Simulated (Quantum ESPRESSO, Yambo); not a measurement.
# A GW run on RbBr (Fm-3m) in Yambo, with inputs changed

What do changed inputs do to GW on RbBr (Fm-3m)?

Main program and level: Yambo 5.3.0; PBE and many-body steps on it, plane waves.

Report form: the programs' logs are mostly left out.

The database entry behind the starting cell differs from later determinations by our own check (about 0.5 % short), so it need not match the best structure at ambient conditions.

## (1) The structure

Symmetry: Fm-3m, No. 225, cubic system. Conventional cell: a = 6.854 Å, b = 6.854 Å, c = 6.854 Å, α = 90.00°, β = 90.00°, γ = 90.00°. Nearest to Rb lie 6 Br at 3.43 Å. Br has 6 Rb at 3.43 Å nearest. Farther neighbours and most contacts between anions are not listed.

As a file:

```xyz
2
Lattice="0.0000 3.4270 3.4270 3.4270 0.0000 3.4270 3.4270 3.4270 0.0000" Properties=species:S:1:pos:R:3 pbc="T T T"
Rb    0.0000    0.0000    0.0000
Br    3.4270    3.4270    3.4270
```

The cell and positions come from the Crystallography Open Database and are kept as given unless a step says otherwise.

## (2) Base

This step: Yambo 5.3.0; G0W0 on PBE, plane waves, norm-conserving pseudopotentials.

G0W0 replaces the xc potential by the self-energy, built once from these orbitals. Only a window of levels is corrected, while the sums run over the empty bands that the input names.

gw1.in reads:

```
HF_and_locXC
gw0
dyson
ppa
em1d
rim_cut
RandQpts= 1000000
RandGvec= 1 RL
EXXRLvcs= 76 Ry
VXCRLvcs= 304 Ry
Chimod= "HARTREE"
% BndsRnXp
 1 | 209 |
%
NGsBlkXp= 13 Ry
% LongDrXp
 1 | 1 | 1 |
%
% GbndRnge
 1 | 209 |
%
DysSolver= "n"
ExtendOut
PPAPntXp= 27.21138 eV
% QPkrange
 1 | 1 | 12 | 15 |
%
```

Launch:

```sh
$ OMP_NUM_THREADS=1 mpirun -n 4 yambo -F gw1.in -J gw1 -C gw1 > gw1.log
```

It took 5.2 min on 4 MPI ranks of Arm Neoverse V1, shared host; peak memory 2.1 GiB.

Numbers from this step:

| Property | Result |
| --- | --- |
| G0W0 gap on the points computed | 7.583 eV |
| starting gap on the mesh | 4.364 eV |
| k of the valence top | 0, 0, 0 |
| k of the conduction bottom | 0, 0, 0 |
| least direct G0W0 gap on the computed points | 7.583 eV |
| Z at the valence top | 0.8261 |
| Z at the conduction bottom | 0.8765 |

The gap on the mesh goes from 4.36 eV to 7.58 eV, a correction of +3.22 eV.

## (3) Field direction

gw2.in reads:

```
HF_and_locXC
gw0
dyson
ppa
em1d
rim_cut
RandQpts= 1000000
RandGvec= 1 RL
EXXRLvcs= 76 Ry
VXCRLvcs= 304 Ry
Chimod= "HARTREE"
% BndsRnXp
 1 | 209 |
%
NGsBlkXp= 13 Ry
% LongDrXp
 1 | 0 | 0 |
%
% GbndRnge
 1 | 209 |
%
DysSolver= "n"
ExtendOut
PPAPntXp= 27.21138 eV
% QPkrange
 1 | 1 | 12 | 15 |
%
```

Launch:

```sh
$ OMP_NUM_THREADS=1 mpirun -n 4 yambo -F gw2.in -J gw2 -C gw2 > gw2.log
```

Wall time 5.1 min (4 MPI ranks); peak memory 2.1 GiB.

This step gave:

| Quantity | Value |
| --- | --- |
| G0W0 gap on the points computed | 7.583 eV |
| starting gap on the mesh | 4.364 eV |
| k of the valence top | 0, 0, 0 |
| k of the conduction bottom | 0, 0, 0 |
| least direct G0W0 gap on the computed points | 7.583 eV |
| Z at the valence top | 0.8261 |
| Z at the conduction bottom | 0.8765 |

Against G0W0 in Yambo (4×4×4 mesh, 209 bands, screening to 176.9 eV, Godby-Needs plasmon pole), the gap moves by −0.0001 eV.

## (4) Exchange cutoff

gw4.in reads:

```
HF_and_locXC
gw0
dyson
ppa
em1d
rim_cut
RandQpts= 1000000
RandGvec= 1 RL
EXXRLvcs= 19 Ry
VXCRLvcs= 304 Ry
Chimod= "HARTREE"
% BndsRnXp
 1 | 209 |
%
NGsBlkXp= 13 Ry
% LongDrXp
 1 | 1 | 1 |
%
% GbndRnge
 1 | 209 |
%
DysSolver= "n"
ExtendOut
PPAPntXp= 27.21138 eV
% QPkrange
 1 | 1 | 12 | 15 |
%
```

Launch:

```sh
$ OMP_NUM_THREADS=1 mpirun -n 4 yambo -F gw4.in -J gw4,gw1_W -C gw4 > gw4.log
```

It took 1.7 min on 4 MPI ranks; peak memory 2.1 GiB; 6.8 min of CPU time.

This step gave:

```yaml
g0w0_gap_on_the_points_computed: 7.434 eV
starting_gap_on_the_mesh: 4.364 eV
k_of_the_valence_top: 0, 0, 0
k_of_the_conduction_bottom: 0, 0, 0
least_direct_g0w0_gap_on_the_computed_points: 7.434 eV
z_at_the_valence_top: 0.8261
z_at_the_conduction_bottom: 0.8765
```

## (5) Core charge in Vxc

gw5.in reads:

```
HF_and_locXC
gw0
dyson
ppa
em1d
rim_cut
RandQpts= 1000000
RandGvec= 1 RL
EXXRLvcs= 76 Ry
VXCRLvcs= 304 Ry
Chimod= "HARTREE"
% BndsRnXp
 1 | 209 |
%
NGsBlkXp= 13 Ry
% LongDrXp
 1 | 1 | 1 |
%
% GbndRnge
 1 | 209 |
%
DysSolver= "n"
ExtendOut
PPAPntXp= 27.21138 eV
% QPkrange
 1 | 1 | 12 | 15 |
%
UseNLCC
```

Launch:

```sh
$ OMP_NUM_THREADS=1 mpirun -n 4 yambo -F gw5.in -J gw5,gw1_W -C gw5 > gw5.log
```

The job ended after 1.7 min (4 MPI ranks; peak memory 2.1 GiB).

Numbers from this step:

```yaml
g0w0_gap_on_the_points_computed: 7.649 eV
starting_gap_on_the_mesh: 4.364 eV
k_of_the_valence_top: 0, 0, 0
k_of_the_conduction_bottom: 0, 0, 0
least_direct_g0w0_gap_on_the_computed_points: 7.649 eV
```

Against G0W0 in Yambo (4×4×4 mesh, 209 bands, screening to 176.9 eV, Godby-Needs plasmon pole), the gap moves by +0.066 eV.

## (6) Damping of G

gw6.in, as its differences from gw5.in of step 5:

```diff
@@ -27,2 +27,2 @@
 %
-UseNLCC
+GDamping= 1.0 eV
```

Launch:

```sh
$ OMP_NUM_THREADS=1 mpirun -n 4 yambo -F gw6.in -J gw6,gw1_W -C gw6 > gw6.log
```

It took 1.7 min on 4 MPI ranks; peak memory 2.1 GiB; 6.9 min of CPU time.

This step gave:

| Item | Value |
| --- | --- |
| G0W0 gap on the points computed | 7.595 eV |
| starting gap on the mesh | 4.364 eV |
| k of the valence top | 0, 0, 0 |
| k of the conduction bottom | 0, 0, 0 |
| least direct G0W0 gap on the computed points | 7.595 eV |

Against G0W0 in Yambo (4×4×4 mesh, 209 bands, screening to 176.9 eV, Godby-Needs plasmon pole), the gap moves by +0.012 eV.

## (7) Scissors in G

gw7.in, as its differences from gw6.in of step 6:

```diff
@@ -27,2 +27,4 @@
 %
-GDamping= 1.0 eV
+% GfnQP_E
+ 1.0 | 1.0 | 1.0 |
+%
```

Launch:

```sh
$ OMP_NUM_THREADS=1 mpirun -n 4 yambo -F gw7.in -J gw7,gw1_W -C gw7 > gw7.log
```

The job ended after 1.7 min (4 MPI ranks; peak memory 2.1 GiB).

Numbers from this step:

| Quantity | Value |
| --- | --- |
| G0W0 gap on the points computed | 7.665 eV |
| starting gap on the mesh | 4.364 eV |
| k of the valence top | 0, 0, 0 |
| k of the conduction bottom | 0, 0, 0 |
| least direct G0W0 gap on the computed points | 7.665 eV |
| Z at the valence top | 0.8275 |
| Z at the conduction bottom | 0.8843 |

The program's own table gives 7.781 eV, which is too large where the input levels are shifted: this version takes Σc at the unshifted level E₀, yet steps from the shifted one. The value above is the Newton step from E₀, E₀ + Z(Σc + Σx − Vxc), rebuilt from the printed columns.

## (8) Only filled bands in the screening

gw8.in reads:

```
HF_and_locXC
gw0
dyson
ppa
em1d
rim_cut
RandQpts= 1000000
RandGvec= 1 RL
EXXRLvcs= 76 Ry
VXCRLvcs= 304 Ry
Chimod= "HARTREE"
% BndsRnXp
 1 | 13 |
%
NGsBlkXp= 13 Ry
% LongDrXp
 1 | 1 | 1 |
%
% GbndRnge
 1 | 209 |
%
DysSolver= "n"
ExtendOut
PPAPntXp= 27.21138 eV
% QPkrange
 1 | 1 | 12 | 15 |
%
```

Launch:

```sh
$ OMP_NUM_THREADS=1 mpirun -n 4 yambo -F gw8.in -J gw8 -C gw8 > gw8.log
```

The job ended after 88 s (4 MPI ranks; peak memory 2.1 GiB; 5.8 min of CPU time).

The run ended normally, though the input holds a fault or crude settings.

The fault put into this input: only filled bands in the screening.

## (9) Side by side

Times are wall times on 4 MPI ranks of Arm Neoverse V1, shared host, good to a factor of about two.

```csv
run,mesh,bands,screening cutoff (eV),DFT gap (eV),gap on the mesh (eV),direct (eV),time
base,4×4×4,209,176.9,4.364,7.583,7.583,5.2 min
field direction,4×4×4,209,176.9,4.364,7.583,7.583,5.1 min
exchange cutoff,4×4×4,209,176.9,4.364,7.434,7.434,1.7 min
core charge in Vxc,4×4×4,209,176.9,4.364,7.649,7.649,1.7 min
damping of G,4×4×4,209,176.9,4.364,7.595,7.595,1.7 min
scissors in G,4×4×4,209,176.9,4.364,7.665,7.665,1.7 min
```

## (10) What came out

| Property | Result |
| --- | --- |
| base | 7.583 eV |
| field direction | 7.583 eV |
| exchange cutoff | 7.434 eV |
| core charge in Vxc | 7.649 eV |
| damping of G | 7.595 eV |
| scissors in G | 7.665 eV |
| known limits | not at the basis limit; no spin-orbit coupling |

Field direction: no change against base (keys changed: LongDrXp). Exchange cutoff: −0.150 eV against base (keys changed: EXXRLvcs). Core charge in Vxc: +0.066 eV against base (keys changed: UseNLCC). Damping of G: +0.012 eV against base (keys changed: GDamping). Scissors in G: +0.081 eV against base (keys changed: GfnQP_E). Bands and cutoff are finite, so the gap is not at the basis limit. The miss can reach some tenths of an eV and take either sign; the mesh is an error of its own. In the G0W0 runs levels were corrected at 1 k point alone, so a gap called «on the mesh» is the least over those, and an edge elsewhere would be missed. The many-body steps are scalar-relativistic: spin-orbit coupling is not in them.

[Paths, hosts, dates, memory and timing lines, banners, echoed tables and standing remarks are left out of the program output.]

[Logs are printed without paths, hosts, clocks, repeated set-up lines and the standing remarks that a program may print on its own settings, such as how far it seeks lower states.]

[Runs of the session that timed out or met a known fault of the program may be left out.]

[Hosts, paths, dates, database ids (printed as entryN), source tags and the programs' standing remarks are cut or masked in the printed files.]
